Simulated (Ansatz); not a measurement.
The system is Al2O3.

```xyz
5
Lattice="2.8843 0.0000 0.0000 -1.4422 2.4979 0.0000 0.0000 0.0000 9.3368" Properties=species:S:1:pos:R:3 pbc="T T T"
Al    0.0000    0.0000    7.9363
Al    0.0000    0.0000    1.4004
O     0.0000    1.6653    7.2610
O     1.4422    0.8326    0.0000
O     0.0000    1.6653    2.0757
```

Measurements of this composition are mostly on another form, of space group No. 167.

Base run:

| Quantity | Value |
| --- | --- |
| Program | Ansatz 0.2.0 |
| Functional | BLYP |
| Potentials or basis | Ansatz PAW |
| Cutoff | 420 eV |
| Density cutoff | 1680 eV |
| k mesh | 11 × 11 × 3 |
| Occupations | fermi-dirac, width 0.05 eV |
| Spin | no spin polarisation |

Its results: band gap on the k mesh 4.98 eV, indirect (least direct gap 5.22 eV); pressure 2.1 GPa; largest force 0.238 eV/Å.

Question: The run is repeated on the same cell with these changes: functional from BLYP to LDA. What comes out?

Answer: Band gap on the k mesh 4.76 eV, indirect (least direct gap 5.01 eV); pressure -7.0 GPa; largest force 0.525 eV/Å.

LDA binds more tightly than BLYP, so the same cell stands under less pressure.

Caveats: the PAW data sets come from PBE, with cores solved anew for the run's functional, which leaves a small shift of forces and pressure; the potentials were made for another functional, which shifts forces and pressure (some runs).

Not every run made on this cell is shown here.
